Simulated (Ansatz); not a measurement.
TaC: pressure against volume

Reference cell: a structure deposited in the COD, whose atoms a relaxation with PBE at fixed cell left in place.

```
Ta C
1.0
     0.00000    2.24500    2.24500
     2.24500    0.00000    2.24500
     2.24500    2.24500    0.00000
Ta C
1 1
Direct
  0.00000 0.00000 0.00000
  0.50000 0.50000 0.50000
```

Atoms are numbered from 1 in the order listed; like atoms form one site, named after its first atom.

The numbers come from a DFT calculation in Ansatz (PBE, plane waves and PAW, scalar-relativistic, collinear spin, 420 eV cutoff, Γ-centred 18×18×18 k-points, Fermi–Dirac smearing 0.05 eV). Start moments as typed (μB): 1 on each Ta, none on the rest.

The cell is scaled uniformly, and the ions relax again at each size.

```
V/V₀  pressure (GPa)
0.94            19.0
0.96            10.9
0.98             3.6
1.00            -3.0
1.02            -8.9
1.04               ?
1.06           -19.0
```

Problem. Estimate the row at V/V₀ = 1.04, the equilibrium volume and the bulk modulus.

Solution. pressure (GPa): -14.2. Worked: a parabola in ln(V/V₀) through the other 6 rows gives -14.3 GPa there. It crosses zero pressure at V/V₀ = 0.991, the equilibrium volume of this functional, where the bulk modulus is B = −dP/d ln V = 326 GPa.

The start moments die out, and the run ends without spin.
